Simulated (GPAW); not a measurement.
I:

```
I
1.0
     4.56978    0.00000    0.00000
     3.34520    2.98369    0.00000
     1.22458    0.23778    2.97420
I
1
Direct
  0.00000 0.00000 0.00000
```

- Program: GPAW 26.7.0
- Task: relaxation of cell and atoms
- Functional: PBEsol
- Potentials or basis: PAW data sets generated in the run's folder for this functional
- Cutoff: 600 eV
- Basis: pw
- k mesh: 7 × 7 × 7
- Occupations: fermi-dirac, width 0.05 eV
- Spin: no spin polarisation

At the start: pressure -1.2 GPa; volume 40.55 Å³/atom.

Problem. Where does the relaxation end?

Solution. Over 8 steps the energy falls by 8.2 meV/atom and the volume is 38.06 Å³/atom (-6.1 %); space group Fmmm (No. 69, to 0.05 Å).

Step by step:
```csv
step,energy change (eV),largest force (eV/Å),pressure (GPa),volume (Å³)
1,0.0000,0.0000,-1.17,40.55
2,-0.0040,0.0000,-0.74,40.04
3,-0.0064,0.0000,-0.02,39.23
4,-0.0065,0.0000,-0.06,39.23
5,-0.0075,0.0000,-0.23,38.92
6,-0.0079,0.0000,-0.20,38.47
7,-0.0081,0.0000,-0.08,38.14
8,-0.0082,0.0000,-0.02,38.06
```

Final structure:
```
I
1.0
     4.41845   -0.01610    0.01744
     3.22391    2.93128    0.05149
     1.19454    0.26883    2.93536
I
1
Direct
  0.00000 0.00000 0.00000
```

Caveat: later steps reuse the first step's grids; an odd number of electrons without spin polarisation forces a metal; a magnetic or distorted state may lie lower.
